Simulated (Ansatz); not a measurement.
# CoO (Fm-3m) in Ansatz: notebook

One crystal, CoO, is run at these levels: LDA; tasks: phonons, elastic constants.

All numbers are computed with Ansatz 0.2.0; they aren't measurements. Logs are shortened: lines on timing, memory, paths and dates and some standing lists are left out, and cuts for length are marked.

### 1 The structure

The structure is cubic, space group Fm-3m (No. 225). The conventional cell has a = 4.263 Å, b = 4.263 Å, c = 4.263 Å, α = 90.00°, β = 90.00°, γ = 90.00°. Co (site symmetry m-3m) has 6 O at 2.13 Å as nearest neighbours. O (site symmetry m-3m) has 6 Co at 2.13 Å as nearest neighbours.

### 2 Phonons, LDA, collinear spin, ferromagnetic start

input.yaml

```yaml
crystal:
  lattice:
    - [0.0, 2.1315, 2.1315]
    - [2.1315, 0.0, 2.1315]
    - [2.1315, 2.1315, 0.0]
  atoms:
    - { symbol: Co, position: [0.0, 0.0, 0.0], spin: 2.0 }
    - { symbol: O, position: [0.5, 0.5, 0.5] }
hamiltonian:
  xc: lda
  pseudopotentials: { kind: paw }
magnetization:
  spin_polarized: true
kpoints:
  mp_grid: { grid: [8, 8, 8] }
scf:
  occupations: { method: fermi_dirac, width: 0.05 }
phonons:
  method: dfpt
  qmesh: [2, 2, 2]
  temperatures: { t_max: 1000, t_step: 100 }
  qpath:
    path:
      - [[0.0, 0.0, 0.0], [0.5, 0.0, 0.5], [0.5, 0.25, 0.75], [0.375, 0.375, 0.75], [0.0, 0.0, 0.0], [0.5, 0.5, 0.5], [0.625, 0.25, 0.625], [0.5, 0.25, 0.75], [0.5, 0.5, 0.5], [0.375, 0.375, 0.75]]
      - [[0.625, 0.25, 0.625], [0.5, 0.0, 0.5]]
    npoints: 8
```

Potentials or basis: Ansatz PAW.

On the command line:

```sh
> ansatz run input.yaml --threads 2 --pin off --max-ram 5632MiB --backend cpu --events-out ev --progress --plain --runs-dir out
```

Log:

```text
Warning: RAYON_NUM_THREADS=2 ignored (pool sized by the plan → 2); use --threads N
Engine: ansatz 0.2.0, x86_64-unknown-linux-gnu
Pseudopotentials: kind: paw
Pseudopotential: Co, paw, valence charge 17, recommended cutoff 420 eV (normal), Co.paw.azcp
Pseudopotential: O, paw, valence charge 6, recommended cutoff 420 eV (normal), O.paw.azcp
Functional definition: SPW92
  exchange = slater_x
  correlation = pw_c
Crystal: 2 atoms, lattice volume = 19.368 Å³
Basis set: ecut = 420 eV, 339 PW (Γ), exchange–correlation on 48×48×48 points (8 copies of the dense FFT grid, shifted against one another)
Bands: 17, of which v1, the nominal top of the filled ones, is band 12 counted from 1 (11 counted from 0)
Symmetry: 48 space group operations
Space group: Fm-3m (ITA 225), of the structure as read, at distance tolerance 2.7e-5 Å
Magnetic group: BNS 225.116 (UNI 1618), of the structure as read, at distance tolerance 2.7e-5 Å
k-points: 29 of 512
Non-local potential: Co, projectors of the file, l = 0: 3, l = 1: 2, l = 2: 3, l = 3: 1
Non-local potential: O, projectors of the file, l = 0: 2, l = 1: 2, l = 2: 1
PAW form: soft (Blöchl's): semilocal exchange-correlation on the pseudo side does not see the compensation charge
PAW frozen core: Co, regenerated for the run's functional, and the local potential with it (the file was generated under x = pbe(κ = 0.804, μ = 0.2195149727645171), c = pbe(β = 0.06672455060314922))
PAW frozen core: O, regenerated for the run's functional, and the local potential with it (the file was generated under x = pbe(κ = 0.804, μ = 0.2195149727645171), c = pbe(β = 0.06672455060314922))
PAW one-centre angular grid: Co, 590 points (default); XC on 64 Gauss nodes
PAW one-centre angular grid: O, 110 points (default); XC on 64 Gauss nodes
Initial density: superposition of atomic densities (chi_scale 0.1, normalization cell, long waves kept (reshape's long-wave potential 0.00 eV rms))
Starting moments: Σ|m| = 2 μB on 1 of 2 sites
Initial wavefunctions: pseudopotential atomic-orbital guess
Functional: x = slater, c = lda
SCF 1 converged in 13 iterations: F = -5616.288662 eV  dr2 = 4.81e-10
a single point of the input's cell can leave the moments in the input for a lower state (scf.lower_state_search): this run first made a single point of its cell. This run's own SCFs start from the density of the state that the single point found, with the moments in the input. The single point stayed on the moments in the input.
Initial density: read from a saved state, or passed on in memory by an earlier SCF of this step, an earlier step, the calling program or the single point that the run made first
Stability of the state it starts from, as read at its close in the collinear treatment: not read negative (Ritz values of 1 − χ₀K, real part plus size of imaginary part, from 0.65 to 0.86, by its mixing steps under the symmetry group of the SCF that read it); its run was given moments
Starting moments: Σ|m| = 2 μB on 1 of 2 sites; this step starts from the density that it was given
iter 1 solved again at ethr=6.70e-9 eV; its pass at ethr=3.10e-3 eV (dr2=1.54e-6 eV) is discarded
SCF iter   1: F=—  HF=-5616.288662 eV  |F-HF|=—  |Δ(HF+E_count)|=         —  Δρ=1.59e-6 (↑1.59e-6 ↓1.23e-6)  dr2=1.22e-10  dr2_m=3.25e-10  M=2.865 μB ∫|m|=2.876 μB  β_m=0.65  ethr=6.70e-9  ⟨swp⟩=3.2  Hψ=7293  notcnv=0
preconditioner: auto → none  [metal: Δε(μ)=0.006 eV  Ē_g=13.493 eV  σ=0.050 eV  W_gap=0.03  n_scr=0 (ndim 8)  ℏωp=32.7 eV  f_vac=0.000  D(μ)=4.06/eV (n_scr^D=64)]
SCF iter   2: F=—  HF=-5616.288662 eV  |F-HF|=—  |Δ(HF+E_count)|=   1.44e-9  Δρ=7.32e-7 (↑7.14e-7 ↓7.32e-7)  dr2=1.68e-11  dr2_m=8.24e-11  M=2.865 μB ∫|m|=2.875 μB  β_m=0.65  ethr=1.00e-12  ⟨swp⟩=3.0  Hψ=2019  notcnv=0
SCF iter   3: F=—  HF=-5616.288662 eV  |F-HF|=—  |Δ(HF+E_count)|=  6.37e-12  Δρ=3.00e-7 (↑3.00e-7 ↓2.04e-7)  dr2=2.38e-11  dr2_m=4.06e-12  M=2.865 μB ∫|m|=2.875 μB  β_m=0.59  ethr=1.00e-12  ⟨swp⟩=1.4  Hψ=1115  notcnv=0
SCF iter   4: F=—  HF=-5616.288662 eV  |F-HF|=—  |Δ(HF+E_count)|=  6.37e-12  Δρ=1.23e-7 (↑4.84e-8 ↓1.23e-7)  dr2=2.12e-12  dr2_m=1.07e-12  M=2.865 μB ∫|m|=2.875 μB  β_m=0.55  ethr=1.00e-12  ⟨swp⟩=1.1  Hψ=989  notcnv=0
SCF iter   5: F=-5616.288662 eV  HF=-5616.288662 eV  |F-HF|=3.64e-12  |Δ(HF+E_count)|=  3.64e-12  Δρ=9.99e-8 (↑5.88e-8 ↓9.99e-8)  dr2=1.06e-12  dr2_m=9.87e-13  M=2.865 μB ∫|m|=2.875 μB  ethr=1.00e-12  ⟨swp⟩=3.2  Hψ=3393  notcnv=0
SCF 2 converged in 5 iterations: F = -5616.288662 eV  dr2 = 1.06e-12
iter 1 solved again at ethr=7.80e-9 eV; its pass at ethr=3.10e-3 eV (dr2=1.79e-6 eV) is discarded
SCF iter   1: F=—  HF=-5616.288662 eV  |F-HF|=—  |Δ(HF+E_count)|=         —  Δρ=4.39e-7 (↑9.91e-8 ↓4.39e-7)  dr2=3.59e-11  dr2_m=7.49e-12  M=2.865 μB ∫|m|=2.875 μB  β_m=0.30  ethr=7.80e-9  ⟨swp⟩=3.1  Hψ=7260  notcnv=0
eigensolver tolerance schedule: the retry pair's looser diagonalisation over-reported the residual by 49928.54 of it (diagonalisation noise at 0.14 of the residual, at the tolerance the schedule requests for it); recorded, not acted on — ethr = c·dr2/N_el stays at c = 1.0e-1
preconditioner: auto → none  [metal: Δε(μ)=0.006 eV  Ē_g=13.493 eV  σ=0.050 eV  W_gap=0.03  n_scr=8 (ndim 8)  ℏωp=32.7 eV  f_vac=0.000  D(μ)=4.06/eV (n_scr^D=64)]
SCF iter   2: F=—  HF=-5616.288662 eV  |F-HF|=—  |Δ(HF+E_count)|=  5.39e-10  Δρ=7.99e-7 (↑2.75e-7 ↓7.99e-7)  dr2=1.32e-10  dr2_m=2.78e-11  M=2.865 μB ∫|m|=2.876 μB  β_m=0.30  ethr=1.00e-12  ⟨swp⟩=3.1  Hψ=2044  notcnv=0
SCF iter   3: F=—  HF=-5616.288662 eV  |F-HF|=—  |Δ(HF+E_count)|=  1.55e-11  Δρ=3.22e-7 (↑1.16e-7 ↓3.22e-7)  dr2=1.91e-11  dr2_m=5.64e-12  M=2.865 μB ∫|m|=2.875 μB  β_m=0.48  ethr=1.00e-12  ⟨swp⟩=1.0  Hψ=986  notcnv=0
SCF iter   4: F=-5616.288662 eV  HF=-5616.288662 eV  |F-HF|=4.55e-12  |Δ(HF+E_count)|=  3.64e-12  Δρ=1.74e-7 (↑4.12e-8 ↓1.74e-7)  dr2=4.69e-12  dr2_m=1.60e-12  M=2.865 μB ∫|m|=2.875 μB  ethr=1.00e-12  ⟨swp⟩=1.0  Hψ=2213  notcnv=0
SCF 3 converged in 4 iterations: F = -5616.288662 eV  dr2 = 4.69e-12
phonons: the bands overlap, so this run is a metal and interpolates without the dipole-dipole term. If the crystal is really an insulator or semiconductor, its LO-TO splitting is missing
NSCF: frozen V_eff on 29 k-points
NSCF: frozen V_eff on 59 k-points
DFPT response loops at q = (0, 0, 0) (fractional): preconditioner auto → Kerker (q_TF=auto, 2.808 Å⁻¹) (partly filled bands, converged f_vac=0.000); β = 1.00, the filter's whole step (`scf.mixing.beta` (0.30) is not read by the response loops under this deck's `scf.mixing.preconditioner`; to damp them name `kerker` or `kerker_dos`, under which they read `scf.mixing.beta`, and type it under 1.00, their step now; both keys bind the ground state too); Broyden in place of MSR1
NSCF: frozen V_eff on 300 k-points
DFPT response loops at q = (0, 0, -0.5) (fractional): mixed as the last ones told, above
NSCF: frozen V_eff on 190 k-points
DFPT response loops at q = (0, -0.5, -0.5) (fractional): mixed as the last ones told, above
SCF converged after 5 iterations
Magnetization: 2.8650 μB (12.9325 up, 10.0675 down)
Absolute magnetization: 2.8755 μB (∫|ρ↑−ρ↓|, with the PAW one-centre terms)
Spin contamination: 0.0079 ħ² per cell (⟨S²⟩ above its minimum at these occupations)
Per-site moments (μB) at R_I (Å): [(2.4115722600954967, 0.87924375), (0.33512222936145053, 0.87924375)]
Free energy (F): -5616.288662 eV
Harris-Foulkes:  -5616.288662 eV  (|F-HF|=3.64e-12)
Internal energy: -5616.255407 eV  (E = F + TS)
E sigma→0 (E₀):  -5616.272034 eV
Entropy (-TS):   -0.033254 eV (-16.627 meV/atom)
Fermi energy:    13.513247 eV
--- Per-component energies (eV) ---
  E_band       = -310.636565
  E_kinetic    = 616.028524
  E_local      = -3440.107730  (includes V_loc(G=0)·N_el)
  E_nonlocal   = 519.999770
  E_hartree    = 1406.941806
  E_xc         = -225.513605
  E_vxc        = -291.825857  (∫ρ·V_xc dr)
  E_paw        = -1602.056777  (= ΣΔE_a)
  E_vpaw       = -528.617418  (= ΣTr[D̂ρ^β])
  E_aug_tail   = 0.002497  (compensation charges beyond the density's cutoff)
  E_ewald      = -2892.065066
  E_core_change = 0.515172  (= ΣΔE_core)
  E_smearing   = -0.033254  (= −TS)
  E_closure    = 0.000000  (closes the sum)
  Σ components = -5616.288662   (vs F -5616.288662, Δ=0.00e0)
--- Band table (eV; the first three rows and the last of 58) ---
  k-point 0 ↑: bands = ["-82.4947", "-46.1522", "-46.1522", "-46.1522", "-6.6351", "10.1536", "10.1536", "10.1536", "10.4035", "10.4035", "10.4067", "10.4067", "10.4067", "14.2958", "29.9763", "31.2703", "31.2703"]
  k-point 1 ↑: bands = ["-82.4942", "-46.1580", "-46.1530", "-46.1530", "-6.4702", "8.8640", "9.1382", "9.1382", "10.5113", "10.5113", "10.7948", "11.4822", "11.4822", "15.2760", "27.5272", "30.6027", "30.6027"]
  k-point 2 ↑: bands = ["-82.4929", "-46.1718", "-46.1549", "-46.1549", "-6.0423", "7.0841", "8.2221", "8.2221", "10.7738", "10.7738", "11.1138", "12.5633", "12.5633", "16.9395", "24.7185", "28.7298", "28.7298"]
  k-point 28 ↓: bands = ["-79.6452", "-43.4188", "-43.4188", "-43.4069", "-4.6175", "7.7419", "7.7419", "8.2591", "13.1350", "13.1350", "13.6954", "13.9664", "14.7093", "22.0650", "23.7886", "23.7886", "26.4645"]
--- Phonons (Γ-DFPT): 2 representative perturbations + reference (Σ response iterations 6) ---
  ASR residual: 5.099e-4 → 0.000e0 eV/Å²; symmetrization residual: 3.815e-6 eV/Å²
  ASR residual per site (eV/Å²): 5.10e-4 1.93e-5
  Γ frequencies (cm⁻¹): -152.78 -152.78 -152.78 0.00 0.00 0.00
--- Phonons (arbitrary-q DFPT): 3 irreducible q on the 2×2×2 mesh ---
  q = [0.0000, 0.0000, 0.0000] (star 1, of the zone-centre solve; hermiticity 7.06e-6, symmetrization 1.84e-12): -152.78 -152.78 -152.78 -0.00 -0.00 0.00
  q = [0.0000, 0.0000, -0.5000] (star 4, 2 solved perturbations on 150 of 512 k-point pairs; hermiticity 2.37e-13, symmetrization 1.82e-12): 97.79 97.79 136.80 136.80 201.84 366.95
  q = [0.0000, -0.5000, -0.5000] (star 3, 4 solved perturbations in 308 linear systems a pass and spin channel, the states on 95 of 512 k-point pairs; hermiticity 2.15e-6, symmetrization 1.81e-12): -111.09 -87.51 -87.51 181.28 181.28 293.97
  sum rule: each row above includes the acoustic sum rule's correction from the zone centre's row sums; it moved no ω² by more than (1.53 cm⁻¹)²
  mesh force constants: q→R imaginary residual 4.57e-17; ASR residual 5.099e-4 → 0.000e0 eV/Å²; symmetrization residual 3.109e-15 eV/Å²
  interpolated dispersion: 82 rows × 6 modes
  density of states and harmonic sums: on the 26×26×26 q-mesh, interpolated from the force constants of a 2×2×2 supercell (no non-analytic term)
  largest difference from the sums on the solved wave vectors: F 1.65e-1 eV, S 2.21e-4 and C_V 5.86e-5 eV/K
  zero-point energy: 0.048021 eV/cell   skipped modes (ω ≤ 0): 671, of them read as no rigid motion or as one in doubt: 668 (1.221e0 modes/cell left out, lowest -152.78 cm⁻¹)   left out of the sums: 2.03e-1 of the cell's modes: C_V's classical limit lies that fraction below 3 k_B per atom; for a crystal, a wire or a layer, F and S can be off by more, and a phonons.interpolated_qmesh denser along its periods is the remedy for the sampling
```

Run time: 24 s. Hardware: 2 threads of Intel Xeon Platinum 8488C (Sapphire Rapids), shared host; peak memory 0.64 GiB.

What came out:

* Free energy: -5616.2887 eV
* Band gap on the k mesh: none (metal or under the smearing width)
* Net moment: 2.86 μB per cell
* Absolute moment: 2.88 μB per cell
* Site moments: Co +2.41; O +0.34 μB
* Highest phonon frequency: 367 cm⁻¹
* Most unstable mode: 153i cm⁻¹

Phonon frequencies in cm⁻¹ (negative: imaginary):
```
                q point               frequencies
  (0.000, 0.000, 0.000)      -153 -153 -153 0 0 0
 (0.000, 0.000, -0.500)     98 98 137 137 202 367
(0.000, -0.500, -0.500)  -111 -88 -88 181 181 294
```

Caveat: some modes are imaginary; the q mesh is small, so phonon branches between its points and thermal values are rough; a cell with one magnetic atom can't hold antiferromagnetic order, which such compounds often take; semilocal functionals often make such compounds metallic where correlation or magnetic order opens a gap, which also shifts bond lengths; the PAW data sets come from PBE, with cores solved anew for the run's functional, which leaves a small shift of forces and pressure. With open d or f shells a metallic result of LDA can be an artefact of self-interaction; +U or a hybrid may open a gap.

(Part 1 of 2 ends here.)
